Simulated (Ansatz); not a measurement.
## WC (Fm-3m), ideal shear of a crystal plane

Level of theory: DFT PBE, scalar-relativistic, plane waves, PAW (Ansatz 0.2.0). Cutoff 420 eV, Γ-centred 19×19×7 k-points, Gaussian smearing of 0.15 eV. Spin–orbit coupling is left out, which can shift energies with elements as heavy as these. No spin polarisation. Energies are free energies at this smearing, counted from the undisturbed cell; pressure is positive in compression.

The undisturbed cell (relaxed at this level; this rock-salt form isn't the usual structure):

```
CELL_PARAMETERS angstrom
-2.19001 -2.19001 0.00000
2.19001 -2.19001 0.00000
0.00000 0.00000 8.76004
ATOMIC_POSITIONS crystal
W 0.50000 0.50000 0.12500
W 0.00000 0.00000 0.37500
W 0.50000 0.50000 0.62500
W 0.00000 0.00000 0.87500
C 0.00000 0.00000 0.12500
C 0.50000 0.50000 0.37500
C 0.00000 0.00000 0.62500
C 0.50000 0.50000 0.87500
```

The cut lies on the cell's a–b face, a (0 0 1) plane (indices in the standard cell, whose axes needn't be the Cartesian ones shown) of area 9.59 Å², between layers 2.19 Å apart. Vector c is tilted by f times 1·a − 1·b (length 4.380 Å) with the atoms' Cartesian places fixed: one unrelaxed fault a cell. The traction is dγ/du, the slope of γ against the slip u in Å. Some rows repeat others by symmetry and weren't run.

| f | γ (mJ/m²) | traction (GPa) |
| --- | --- | --- |
| 0.0000 | 0 | 0.0 |
| 0.0833 | 165 | 9.7 |
| 0.1667 | 996 | 39.6 |
| 0.2500 | 2977 | 62.1 |
| 0.3333 | 5002 | 46.2 |
| 0.4167 | 6283 | 23.5 |
| 0.5000 | 6695 | 0.0 |
| 0.5833 | 6283 | -23.5 |
| 0.6667 | 5002 | -46.2 |
| 0.7500 | 2977 | -62.1 |
| 0.8333 | 996 | -39.6 |
| 0.9167 | 165 | -9.7 |

Read off the first barrier and the stress needed to climb it, and compare with Frenkel's sinusoid.

The first sampled maximum lies at f = 0.500, a slip of 2.19 Å, with γ ≈ 6695 mJ/m², which stands in for the unstable fault energy γ_us, and the steepest sampled slope before it is 62.1 GPa. A sinusoid γ = γ_us sin²(πu/λ) with its maximum there has λ = 4.38 Å and a largest slope πγ_us/λ = 48.0 GPa (1 mJ/m² per Å = 0.01 GPa). The stand-in is too high: a rotation axis of order three or more passes through this point, so the curvature is the same in every direction of the plane and the point is a peak of the γ-surface, which slip goes round.

Is there a metastable fault on this line?

Apart from points where γ returns to about zero, no local minimum shows among the samples, so at this sampling the line offers no fault for a dislocation to split on; a fault can still lie off the line.

The cut is rigid; relaxing the faces lowers these energies and usually the stresses.

In a metal these slopes depend on the k mesh and the smearing.

Cost: 7 runs of about 14 core-minutes in all, on Arm Neoverse V1 (shared hosts).